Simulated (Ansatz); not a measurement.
**BaTiO3: input and output**

The input, for Ansatz 0.2.0 (plane waves, PAW):

```yaml
crystal:
  lattice:
    - [3.96881661, 0.0, 0.0]
    - [0.0, 7.93763323, 0.0]
    - [0.0, 0.0, 4.00118991]
  atoms:
    - { symbol: Ba, position: [0.0, 0.0, 0.0] }
    - { symbol: Ba, position: [0.0, 0.5, 0.0] }
    - { symbol: Ti, position: [0.5, 0.25, 0.522] }
    - { symbol: Ti, position: [0.5, 0.75, 0.522] }
    - { symbol: O, position: [0.5, 0.25, 0.979] }
    - { symbol: O, position: [0.5, 0.75, 0.979] }
    - { symbol: O, position: [0.5, 0.0, 0.488] }
    - { symbol: O, position: [0.5, 0.5, 0.488] }
    - { symbol: O, position: [0.0, 0.25, 0.488] }
    - { symbol: O, position: [0.0, 0.75, 0.488] }
  symmetry: { tolerance: 0.0003 }
kpoints:
  mp_grid: { grid: [7, 4, 6], shift: [0, 0, 0] }
  band_path:
    path:
      - [0.0, 0.0, 0.0]
      - [0.0, 1.0, 0.0]
      - [0.5, 1.0, 0.0]
      - [0.0, 0.0, 0.0]
      - [0.0, 0.0, 0.5]
      - [0.0, 1.0, 0.5]
      - [0.5, 1.0, 0.5]
      - [0.0, 0.0, 0.5]
      - [0.0, 1.0, 0.0]
      - [0.0, 1.0, 0.5]
      - [0.5, 1.0, 0.0]
    npoints: 6
magnetization:
  spin_polarized: false
scf:
  occupations: { method: fermi_dirac }
  lower_state_search: "off"
  max_iter: 200
hamiltonian:
  pseudopotentials: { kind: paw }
  xc: pbe
  hubbard:
    projectors: all-electron-ortho-atomic
    sites: [{ species: Ti, l: d, u: 6.63, j: 0.88 }]
basis:
  ecutwfc: 420
  fft_grid_basis: typed
output:
  forces: true
  stress: true
  eigenvalues: true
  populations: true
  elf: true
  write_potential: true
  volumetric_format: npy
  dos:
    e_range: [-12, 8]
    de: 0.05
    projected: { site_lists: { Ba: [Ba], O: [O], Ti: [Ti] } }
  write_density: true
checkpoint:
  read: saved_state
```

Run as

```sh
ansatz run input.yaml --threads 1 --pin off --max-ram 2560MiB --backend cpu --events-out ev --progress --plain --runs-dir out
```

The run starts from an earlier solution of this cell. 

Excerpt of what it printed:

```
SCF iter   1: F=—  Δρ=5.16e-3  dr2=2.52e-3
SCF iter   2: F=—  Δρ=2.68e-3  dr2=6.44e-4
SCF iter   3: F=—  Δρ=5.64e-4  dr2=2.84e-4
SCF iter   4: F=—  Δρ=6.62e-5  dr2=3.49e-6
SCF iter   5: F=—  Δρ=3.61e-5  dr2=1.44e-6
SCF iter   6: F=—  Δρ=1.21e-5  dr2=1.74e-7
SCF iter   7: F=-20309.1656 eV  Δρ=4.23e-6  dr2=1.57e-8
Free energy (F): -20309.1656 eV
Harris-Foulkes:  -20309.1656 eV  (|F-HF|=1.22e-8)
Internal energy: -20309.1656 eV  (E = F + TS)
E sigma→0 (E₀):  -20309.1656 eV
Entropy (-TS):    0.0000 eV (-0.000 meV/atom)
Fermi energy:    12.2419 eV
--- Forces (eV/Å), atoms counted from 1 ---
  atom   1  Ba     0.0000     0.0000     0.1743
  atom   2  Ba     0.0000     0.0000     0.1743
  atom   3  Ti     0.0000     0.0000    -0.8350
  atom   4  Ti     0.0000     0.0000    -0.8350
  atom   5  O      0.0000     0.0000     0.5896
  atom   6  O      0.0000     0.0000     0.5896
  atom   7  O      0.0000     0.0000     0.0356
  atom   8  O      0.0000     0.0000     0.0356
  atom   9  O      0.0000     0.0000     0.0355
  atom  10  O      0.0000     0.0000     0.0355
--- Stress (GPa, compression-positive) ---
        8.2388       0.0000       0.0000
        0.0000       8.2397       0.0000
        0.0000       0.0000      10.8917
  P = ⅓ Tr σ = 9.1234 GPa (91.234 kbar)
```

Origin: a database entry at a rescaled volume.
